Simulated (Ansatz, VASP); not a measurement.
# One calculation of Re, two programs

Contents of INCAR:

```
SYSTEM = Re
PREC     = Accurate       ! precision mode
ENCUT    = 520            ! plane-wave cutoff, eV
EDIFF    = 1E-6           ! SCF threshold, eV
ISMEAR   = -1             ! smearing method
SIGMA    = 0.05           ! smearing width, eV
LREAL    = .False.        ! projectors in reciprocal space
LASPH    = .True.         ! aspherical terms in the spheres
NELM     = 100            ! most SCF steps
ALGO     = Normal         ! electronic algorithm
ISIF     = 2              ! what is computed and relaxed
LWAVE    = .False.        ! write WAVECAR
LCHARG   = .False.        ! write CHGCAR
GGA      = PS             ! functional
NBANDS   = 14             ! bands
```

File KPOINTS:

```
Automatic mesh
0
Gamma
  12 12 12
  0 0 0
```

The input POSCAR:

```
Re
1.0
    0.0000000000      2.1433444061      2.1433444061
    2.1433444061      0.0000000000      2.1433444061
    2.1433444061      2.1433444061      0.0000000000
Re
2
Direct
   -0.1250000000     -0.1250000000     -0.1250000000
    0.1250000000      0.1250000000      0.1250000000
```

Input for Ansatz:

```yaml
crystal:
  lattice:
    - [0.0, 2.1433444061, 2.1433444061]
    - [2.1433444061, 0.0, 2.1433444061]
    - [2.1433444061, 2.1433444061, 0.0]
  atoms:
    - { symbol: Re, position: [-0.125, -0.125, -0.125] }
    - { symbol: Re, position: [0.125, 0.125, 0.125] }
kpoints:
  mp_grid: { grid: [12, 12, 12] }
  band_path:
    path:
      - [0.0, 0.0, 0.0]
      - [0.5, 0.0, 0.5]
      - [0.625, 0.25, 0.625]
      - [0.375, 0.375, 0.75]
      - [0.0, 0.0, 0.0]
      - [0.5, 0.5, 0.5]
      - [0.5, 0.25, 0.75]
      - [0.5, 0.0, 0.5]
    npoints: 8
scf:
  occupations: { method: fermi_dirac, width: 0.05 }
hamiltonian:
  xc: pbesol
  pseudopotentials: { kind: paw }
output:
  forces: true
  stress: true
  eigenvalues: true
  populations: true
  dos: { projected: true, de: 0.2, e_range: [-14, 8] }
```

Change from the starting cell: volume scaled by 0.45, PAW files.

Alike in both runs: task single point; functional PBEsol; k mesh 12 × 12 × 12; occupations fermi-dirac, width 0.05 eV; no spin polarisation.

|  | VASP | Ansatz |
| --- | --- | --- |
| version | VASP 6.6.1 | Ansatz 0.2.0 |
| potentials or method | VASP PAW PBE potentials, release 64 (Re) | PAW with Ansatz's default frozen-core files, scalar-relativistic |
| plane-wave cutoff (eV) | 520 | 420 |
| valence electrons in the cell | 14 | 30 |

|  | VASP | Ansatz | Ansatz less VASP |
| --- | --- | --- | --- |
| pressure (GPa) | 599.1 | 786.2 | +187.12 |

One of these differences is far larger than is usual between the two programs; its cause wasn't traced. The functional is the same, so the differences come from potentials, cutoffs and numerics. The two sets of potentials don't hold the same shells in valence.

Caveats: the cell as given lies far from equilibrium; so large a pressure means that the cell lies far from this level's equilibrium, or that cutoff or potentials fall short (VASP); the potentials were made for another functional, which shifts forces and pressure (VASP). The runs have no spin-orbit coupling, so splittings on Re are missing.
